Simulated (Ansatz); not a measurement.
## Rh under pressure: fit and missing row

Rh, P6_3/mmc, a = 2.675 Å, c = 8.727 Å. This isn't the element's structure at ambient conditions. Ansatz: PBEsol, PAW, 420 eV, Γ-centred 18×18×6 mesh on 4 atoms, Gaussian smearing 0.10 eV; no spin polarisation. Cell and atoms are relaxed at each pressure, and no other structure is tried, so the rows at high pressure may lie past a change of phase.

| V (Å³/atom) | P (GPa) |
| --- | --- |
| ? | 59.97 |
| 12.453 | 30.00 |
| 12.925 | 15.00 |
| 13.185 | 8.00 |
| 13.391 | 3.00 |
| 13.525 | 0.01 |
| 13.668 | -3.00 |

Task: Take V0 = 13.525 Å³/atom, count pressures from its P0 = 0.01 GPa, fit the third-order Birch–Murnaghan form to the other rows, and predict the missing volume.

Result: With the Eulerian strain f = ½[(V0/V)^(2/3) − 1] and y = (P − P0)/[3f(1 + 2f)^(5/2)], the form is the line y = B0 + 1.5 B0 (B0′ − 4) f. Rows (f, y): 0.02830, 307.8; 0.01536, 301.6; 0.00856, 298.2; 0.00333, 294.4; -0.00349, 292.6. Means f = 0.01041, y = 298.92; Σ(Δf)² = 0.0005913, ΣΔfΔy = 0.2933; the slope is their ratio. y = 293.8 + 496.0 f GPa, so B0 = 293.8 GPa and B0′ = 4 + 2 × (496.0)/(3 × 293.8) = 5.13. P = 59.97 GPa is met at f = 0.04956 (y = 318.38), so V = V0 (1 + 2f)^(−3/2) = 11.737 Å³/atom. The run gave 11.732 Å³/atom, so the fit is 0.005 Å³/atom too high, a small miss on the scale of the series. The form still works here, 91 % of the fitted range beyond its end.